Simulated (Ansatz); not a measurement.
The system is Tc.

```
CELL_PARAMETERS angstrom
0.00000 1.95000 1.95000
1.95000 0.00000 1.95000
1.95000 1.95000 0.00000
ATOMIC_POSITIONS crystal
Tc 0.00000 0.00000 0.00000
```

This isn't the form of Tc at room conditions, which is hcp.

```yaml
Program: Ansatz 0.2.0
Task: relaxation of cell and atoms
Functional: PBE
Potentials_or_basis: all-electron LAPW, scalar-relativistic
Basis_error_allowed: 0.001 eV/atom
k_mesh: 12 × 12 × 12
Occupations: fermi-dirac, width 0.05 eV
Spin: no spin polarisation
```

At the start: volume 14.83 Å³/atom.

Task: How do energy, volume and symmetry change on relaxing?

Result: Over 4 steps the energy falls by 6.5 meV/atom and the volume is 14.50 Å³/atom (-2.2 %); space group Fm-3m (No. 225, to 0.05 Å).

The path:
```csv
step,energy change (eV),largest force (eV/Å),volume (Å³)
1,0.0000,0.0000,14.83
2,-0.0064,0.0000,14.52
3,-0.0065,0.0000,14.50
4,-0.0065,0.0000,14.50
```

Final structure:
```
CELL_PARAMETERS angstrom
0.00000 1.93564 1.93564
1.93564 0.00000 1.93564
1.93564 1.93564 0.00000
ATOMIC_POSITIONS crystal
Tc 0.00000 0.00000 0.00000
```
